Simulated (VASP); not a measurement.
# LiF (Griceite): relaxation of the atoms with PBE

Crystal: LiF (Griceite).

```
CELL_PARAMETERS angstrom
0.00000 2.01186 2.01186
2.01186 0.00000 2.01186
2.01186 2.01186 0.00000
ATOMIC_POSITIONS crystal
Li 0.00000 0.00000 0.00000
F 0.50000 0.50000 0.50000
```

The cell isn't the ideal one: a relaxed cell with its volume scaled by 0.98.

* Program: VASP 6.6.1
* Task: relaxation of the atoms
* Functional: PBE
* Potentials or basis: VASP PAW PBE potentials, release 64 (Li_sv, F)
* Cutoff: 600 eV
* k mesh: 12 × 12 × 12
* Occupations: gaussian, width 0.03 eV
* Spin: no spin polarisation
* Further INCAR settings: ALGO = Normal; EDIFF = 1e-07; IBRION = 2; EDIFFG = -0.01; NSW = 40

```json
{"Pressure after relaxing": "1.6 GPa", "Band gap on the k mesh": "9.12 eV, direct"}
```

Final structure:
```
Li F
1.0
     0.00000    2.01186    2.01186
     2.01186    0.00000    2.01186
     2.01186    2.01186    0.00000
Li F
1 1
Direct
  0.00000 0.00000 0.00000
  0.50000 0.50000 0.50000
```

Levels at points of the mesh, in eV from the valence-band top:
```csv
k point,band 1,band 2,band 3,band 4,band 5,band 6,band 7,band 8,band 9
"(0.00, 0.00, 0.00)",-40.91,-19.98,0.00,0.00,0.00,9.12,24.01,24.01,24.01
"(0.50, 0.00, 0.00)",-40.85,-19.55,-2.53,-0.23,-0.23,10.79,16.77,18.92,18.92
"(0.50, 0.50, 0.00)",-40.83,-19.28,-3.02,-1.00,-1.00,14.84,16.49,17.49,20.27
```

Wall time 4.9 s on 1 thread of Intel(R) Xeon(R) 6975P-C (Granite Rapids), on a shared host, peak memory 0.13 GiB.

Caveat: the cutoff is under 1.25 times the usual one of these potentials, so pressure, stress and relaxed cells hold a basis-set (Pulay) error; the relaxation stopped at its first step, so nothing moved. A k mesh can miss the band edges.
